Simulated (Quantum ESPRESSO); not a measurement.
Crystal: SiO2.

```xyz
9
Lattice="5.0605 0.0000 0.0000 -2.5303 4.3825 0.0000 0.0000 0.0000 5.5414" Properties=species:S:1:pos:R:3 pbc="T T T"
Si    2.5303    0.0000    0.0000
Si    1.2651    2.1913    3.6942
Si   -1.2651    2.1913    1.8471
O    -0.9468    3.4683    0.9236
O     0.0000    1.8284    2.7707
O     1.5835    0.9142    4.6178
O     3.4770    0.9142    0.9236
O     2.5303    2.5541    2.7707
O     0.9468    3.4683    4.6178
```

The cell comes from a database or a generator and needn't be the stable form of this composition.

Base run:

| Quantity | Value |
| --- | --- |
| Program | Quantum ESPRESSO 7.5 |
| Functional | PBE |
| Potentials or basis | SSSP 1.3 efficiency PBE |
| Cutoff | 748 eV |
| Density cutoff | 5987 eV |
| k mesh | 6 × 6 × 5 |
| Occupations | fermi-dirac, width 0.05 eV |
| Spin | no spin polarisation |

Its results: band gap on the k mesh 5.72 eV, indirect (least direct gap 5.91 eV); pressure 5.4 GPa; largest force 0.267 eV/Å.

The run is repeated on the same cell with these changes: functional from PBE to LDA; potentials or basis from SSSP 1.3 efficiency PBE to GBRV 1.5 LDA; cutoff from 748 eV to 612 eV; density cutoff from 5987 eV to 4898 eV. What comes out?

Band gap on the k mesh 5.46 eV, indirect (least direct gap 5.66 eV); pressure -1.4 GPa; largest force 0.007 eV/Å.

Caveats: an odd mesh through Γ misses points on the zone boundary, where band edges often lie (some runs); some levels on the path didn't converge (some runs).
